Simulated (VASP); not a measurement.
# W (Im-3m) in VASP: elastic constants with RPBE

Aim: the elastic constants of W with RPBE.

All numbers are computed with VASP 6.6.1; they aren't measurements. Logs are shortened: lines on timing, memory, paths and dates and some standing lists are left out, and cuts for length are marked.

### 1 The structure

It takes space group Im-3m (No. 229, cubic). Conventional cell: a = 3.201 Å, b = 3.201 Å, c = 3.201 Å, α = 90.00°, β = 90.00°, γ = 90.00°. Around W (site symmetry m-3m) lie 8 W at 2.77 Å.

### 2 Elastic constants, RPBE

POSCAR

```
W
1.0
   -1.6007500000      1.6007500000      1.6007500000
    1.6007500000     -1.6007500000      1.6007500000
    1.6007500000      1.6007500000     -1.6007500000
W
1
Direct
    0.0000000000      0.0000000000      0.0000000000
```

INCAR.step1

```
  PREC = Accurate
  ENCUT = 600
  EDIFF = 1E-8
  ISMEAR = 0
  SIGMA = 0.1
  LREAL = False
  LASPH = True
  NELM = 100
  ALGO = Fast
  ISIF = 3
  LWAVE = False
  LCHARG = False
  GGA = RP
  IBRION = 2
  NSW = 40
  EDIFFG = -0.002
```

INCAR.step2

```
  PREC = Accurate
  ENCUT = 600
  EDIFF = 1E-8
  ISMEAR = 0
  SIGMA = 0.1
  LREAL = False
  LASPH = True
  NELM = 100
  ALGO = Fast
  ISIF = 3
  LWAVE = False
  LCHARG = False
  GGA = RP
  IBRION = 6
  NFREE = 2
  POTIM = 0.015
  NSW = 1
```

KPOINTS

```
regular mesh
0
Gamma
  18 18 18
```

Potentials or basis: VASP PAW PBE potentials, release 64 (W_sv).

Launch:

```sh
cat potpaw_PBE.64/W_sv/POTCAR > POTCAR
cp INCAR.step1 INCAR
mpirun -np 1 vasp_std > vasp.out
cp CONTCAR POSCAR
cp INCAR.step2 INCAR
mpirun -np 1 vasp_std > vasp.out
```

OUTCAR:

```text
PREC = Accurate
   ENCUT = 600
   EDIFF = 1E-8
   ISMEAR = 0
   LREAL = False
   LASPH = True
   NELM = 100
   ISIF = 3
   GGA = RP
   IBRION = 6
   NFREE = 2
   POTIM = 0.015
   NSW = 1

 ion  position               nearest neighbor table
   1  0.000  0.000  0.000-

  LATTYP: Found a body centered cubic cell.
 ALAT       =     3.1983661454

  Lattice vectors:

 A1 = (  -1.5991830727,   1.5991830727,   1.5991830727)
 A2 = (   1.5991830727,  -1.5991830727,   1.5991830727)
 A3 = (   1.5991830727,   1.5991830727,  -1.5991830727)

Analysis of symmetry for initial positions (statically):
=====================================================================
 Subroutine PRICEL returns:
 Original cell was already a primitive cell.

 Routine SETGRP: Setting up the symmetry group for a
 body centered cubic supercell.

 Subroutine GETGRP returns: Found 48 space group operations
 (whereof 48 operations were pure point group operations)
 out of a pool of 48 trial point group operations.

The static configuration has the point symmetry O_h .

Analysis of symmetry for dynamics (positions and initial velocities):
=====================================================================
 Subroutine PRICEL returns:
 Original cell was already a primitive cell.

 Routine SETGRP: Setting up the symmetry group for a
 body centered cubic supercell.

 Subroutine GETGRP returns: Found 48 space group operations
 (whereof 48 operations were pure point group operations)
 out of a pool of 48 trial point group operations.

The dynamic configuration has the point symmetry O_h .

 Subroutine INISYM returns: Found 48 space group operations
 (whereof 48 operations are pure point group operations),
 and found     1 'primitive' translations

----------------------------------------------------------------------------------------

                                     Primitive cell

  volume of cell :      16.3589

  direct lattice vectors                    reciprocal lattice vectors
    -1.599183073  1.599183073  1.599183073     0.000000000  0.312659638  0.312659638
     1.599183073 -1.599183073  1.599183073     0.312659638  0.000000000  0.312659638
     1.599183073  1.599183073 -1.599183073     0.312659638  0.312659638  0.000000000

  length of vectors
     2.769866333  2.769866333  2.769866333     0.442167500  0.442167500  0.442167500

  position of ions in fractional coordinates (direct lattice)
     0.000000000  0.000000000  0.000000000

  ion indices of the primitive-cell ions
   primitive index   ion index
                 1           1

----------------------------------------------------------------------------------------

 KPOINTS: regular mesh

Automatic generation of k-mesh.
 Grid dimensions read from file:
 generate k-points for:   18   18   18

 Generating k-lattice:

  Cartesian coordinates                     Fractional coordinates (reciprocal lattice)
     0.000000000  0.017369980  0.017369980     0.055555556  0.000000000  0.000000000
     0.017369980  0.000000000  0.017369980     0.000000000  0.055555556  0.000000000
     0.017369980  0.017369980  0.000000000     0.000000000  0.000000000  0.055555556

  Length of vectors
     0.024564861  0.024564861  0.024564861

  Shift w.r.t. Gamma in fractional coordinates (k-lattice)
[... 101 lines left out ...]
  ---------------------------------------------------
  free energy    TOTEN  =       -12.40009452 eV

  energy without entropy =      -12.39636839  energy(sigma->0) =      -12.39823145

------------------------ aborting loop because EDIFF is reached ----------------------------------------

  FORCE on cell =-STRESS in cart. coord.  units (eV):
  Direction    XX          YY          ZZ          XY          YZ          ZX
  --------------------------------------------------------------------------------------
  -------------------------------------------------------------------------------------
  Total        0.0010530      0.0010530      0.0010530     -0.0000000     -0.0000000     -0.0000000
  in kB        0.1031294      0.1031294      0.1031294     -0.0000000     -0.0000000     -0.0000000
  external PRESSURE =       0.1031294 kB  Pullay stress =       0.0000000 kB
[... 86 lines left out ...]
  FREE ENERGIE OF THE ION-ELECTRON SYSTEM (eV)
  ---------------------------------------------------
  free  energy   TOTEN  =       -12.3945262613 eV

  energy  without entropy=      -12.3912102190  energy(sigma->0) =      -12.39286824

[... ionic steps 4 to 12 ...]

--------------------------------------- Ionic step       13  -------------------------------------------

 number of electron      14.0000001 magnetization

------------------------ aborting loop because EDIFF is reached ----------------------------------------
[... 65 lines left out ...]
--------------------------------------- Ionic step       15  -------------------------------------------

 number of electron      14.0000001 magnetization

 Free energy of the ion-electron system (eV)
  ---------------------------------------------------
  ext. energy  EPLUGINS =         0.00000000
  ---------------------------------------------------
  free energy    TOTEN  =       -12.40009425 eV

  energy without entropy =      -12.39636804  energy(sigma->0) =      -12.39823115

 E-fermi :  11.0793     XC(G=0): -13.4084

 val. band max:       11.0742394912   @ k =  -0.1667   0.1667   0.0556
 cond. band min:      11.0989250704   @ k =   0.5000   0.5000   0.2222
 fundamental gap:      0.0246855792
 Fermi energy:        11.0792689793

 k-point     1 :       0.0000    0.0000    0.0000
  band No.  band energies     occupation
      1     -63.1703      2.00000
      2     -26.7740      2.00000
      3     -26.7740      2.00000
      4     -26.7740      2.00000
      5       1.6156      2.00000
      6       9.9098      2.00000
      7       9.9098      2.00000
      8       9.9098      2.00000
      9      13.2886      0.00000
     10      13.2886      0.00000
     11      25.4906      0.00000
[... 309 lines left out ...]
 k-point    24 :       0.3889    0.1111   -0.0000
  band No.  band energies     occupation
      1     -63.0539      2.00000
      2     -27.8587      2.00000
      3     -27.1828      2.00000
      4     -26.8306      2.00000
      5       5.4256      2.00000
      6       7.8072      2.00000
      7      10.4316      2.00000
      8      13.0466      0.00000
      9      14.3145      0.00000
     10      17.2281      0.00000
     11      21.5740      0.00000

 [... further k-points ...]

------------------------ aborting loop because EDIFF is reached ----------------------------------------

  FORCE on cell =-STRESS in cart. coord.  units (eV):
  Direction    XX          YY          ZZ          XY          YZ          ZX
  --------------------------------------------------------------------------------------
  -------------------------------------------------------------------------------------
  Total       -0.0001357     -0.0001357     -0.0001357      0.0000000      0.0000000      0.0000000
  in kB       -0.0132939     -0.0132939     -0.0132939      0.0000000      0.0000000      0.0000000
  external PRESSURE =      -0.0132939 kB  Pullay stress =       0.0000000 kB
[... 16 lines left out ...]
  FREE ENERGIE OF THE ION-ELECTRON SYSTEM (eV)
  ---------------------------------------------------
  free  energy   TOTEN  =       -12.4000942537 eV

  energy  without entropy=      -12.3963680375  energy(sigma->0) =      -12.39823115

 INTERNAL STRAIN TENSORS FROM STRAINED CELLS
 ============================================

 INTERNAL STRAIN TENSOR FOR ION    1 for displacements in x,y,z  (eV/Angst):
          X           Y           Z          XY          YZ          ZX
  --------------------------------------------------------------------------------
  x     0.00000    -0.00000     0.00000     0.00000     0.00000     0.00000
  y     0.00000    -0.00000    -0.00000    -0.00000     0.00000    -0.00000
  z     0.00000    -0.00000     0.00000    -0.00000    -0.00000    -0.00000

 INTERNAL STRAIN TENSORS FROM DISPLACED ATOMS
 ============================================

 INTERNAL STRAIN TENSOR FOR ION    1 for displacements in x,y,z  (eV/Angst):
          X           Y           Z          XY          YZ          ZX
  --------------------------------------------------------------------------------
  x     0.00000     0.00000     0.00000     0.00000     0.00000     0.00000
  y     0.00000     0.00000     0.00000     0.00000     0.00000     0.00000
  z     0.00000     0.00000     0.00000     0.00000     0.00000     0.00000

 Eigenvectors and eigenvalues of the dynamical matrix
 ----------------------------------------------------

   1 f/i=    0.000000 THz     0.000000 2PiTHz    0.000000 cm-1     0.000000 meV
             X         Y         Z           dx          dy          dz
      0.000000  0.000000  0.000000     1.000000    0.000000    0.000000

   2 f/i=    0.000000 THz     0.000000 2PiTHz    0.000000 cm-1     0.000000 meV
             X         Y         Z           dx          dy          dz
      0.000000  0.000000  0.000000     0.000000    1.000000    0.000000

   3 f/i=    0.000000 THz     0.000000 2PiTHz    0.000000 cm-1     0.000000 meV
             X         Y         Z           dx          dy          dz
      0.000000  0.000000  0.000000     0.000000    0.000000    1.000000

--------------------------------------------------------------------------------------------------------

 ELASTIC MODULI CONTR FROM IONIC RELAXATION (kBar)
 Direction    XX          YY          ZZ          XY          YZ          ZX
 --------------------------------------------------------------------------------
 XX           0.0000      0.0000      0.0000      0.0000      0.0000      0.0000
 YY           0.0000      0.0000      0.0000      0.0000      0.0000      0.0000
 ZZ           0.0000      0.0000      0.0000      0.0000      0.0000      0.0000
 XY           0.0000      0.0000      0.0000      0.0000      0.0000      0.0000
 YZ           0.0000      0.0000      0.0000      0.0000      0.0000      0.0000
 ZX           0.0000      0.0000      0.0000      0.0000      0.0000      0.0000
 --------------------------------------------------------------------------------

 TOTAL ELASTIC MODULI (kBar)
 Direction    XX          YY          ZZ          XY          YZ          ZX
 --------------------------------------------------------------------------------
 XX        4699.0192   2079.1147   2079.1147     -0.0000      0.0000      0.0000
 YY        2079.1147   4699.0192   2079.1147     -0.0000     -0.0000      0.0000
 ZZ        2079.1147   2079.1147   4699.0192      0.0000      0.0000      0.0000
 XY          -0.0000     -0.0000      0.0000   1327.3512      0.0000      0.0000
 YZ           0.0000     -0.0000      0.0000      0.0000   1327.3512      0.0000
 ZX           0.0000      0.0000      0.0000      0.0000      0.0000   1327.3512
 --------------------------------------------------------------------------------
```

Run time: 23 min. Hardware: 1 thread of Intel Xeon Platinum 8488C (Sapphire Rapids), shared host; peak memory 0.68 GiB.

Results:

```yaml
Relaxed_volume: 16.36 Å³/atom
Relaxed_cell: a = 2.770 Å, b = 2.770 Å, c = 2.770 Å, α = 109.47°, β = 109.47°, γ = 109.47°
Space_group_after_relaxing_to_0.05_Å: Im-3m (No. 229)
Elastic_constants_C11_C12_C44: 470, 208, 133 GPa
Voigt_bulk_modulus: 295 GPa
```

The path:
```csv
step,energy change (eV),largest force (eV/Å),pressure (GPa),volume (Å³)
1,0.0000,0.0000,-0.85,16.41
2,0.0013,0.0000,2.93,16.20
3,-0.0001,0.0000,0.01,16.36
```

Final structure:
```xyz
1
Lattice="-1.5992 1.5992 1.5992 1.5992 -1.5992 1.5992 1.5992 1.5992 -1.5992" Properties=species:S:1:pos:R:3 pbc="T T T"
W     0.0000    0.0000    0.0000
```

Elastic tensor in Voigt notation (GPa, in the Cartesian axes of the cell as first typed):
```
470 208 208   0   0   0
208 470 208   0   0   0
208 208 470   0   0   0
  0   0   0 133   0   0
  0   0   0   0 133   0
  0   0   0   0   0 133
```

Clamped-ion elastic tensor (GPa):
```
470 208 208   0   0   0
208 470 208   0   0   0
208 208 470   0   0   0
  0   0   0 133   0   0
  0   0   0   0 133   0
  0   0   0   0   0 133
```

Caveat: the PAW data sets were made with another functional, which shifts forces and pressure a little. Spin-orbit coupling is left out, which matters for the levels of W.
